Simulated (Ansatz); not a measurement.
Here is an Ansatz 0.2.0 calculation.

Contents of input.yaml:

```yaml
crystal:
  lattice:
    - [0.0, 2.753244, 2.753244]
    - [2.753244, 0.0, 2.753244]
    - [2.753244, 2.753244, 0.0]
  atoms:
    - { symbol: Cd, position: [0.0, 0.0, 0.0] }
    - { symbol: S, position: [0.5, 0.5, 0.5] }
kpoints:
  mp_grid: { grid: [5, 5, 5] }
scf:
  occupations: { method: fermi_dirac, width: 0.04 }
hamiltonian:
  xc: pbe
  pseudopotentials: { kind: all_electron, lapw: { basis_error: 0.002 } }
output:
  forces: true
  stress: true
  eigenvalues: true
```

Potentials or basis: all-electron LAPW, scalar-relativistic.

Launch:

```sh
$ ansatz run input.yaml --threads 1 --pin off --max-ram 3072MiB --backend cpu --events-out ev --progress --plain --runs-dir out
```

**Question.** What does it give for the pressure?

**Answer.** -0.3 GPa.

**Question.** Predict the band gap on the k mesh.

**Answer.** 0.76 eV, indirect (least direct gap 1.54 eV).

Caveat: an odd mesh through Γ misses points on the zone boundary, where band edges often lie.
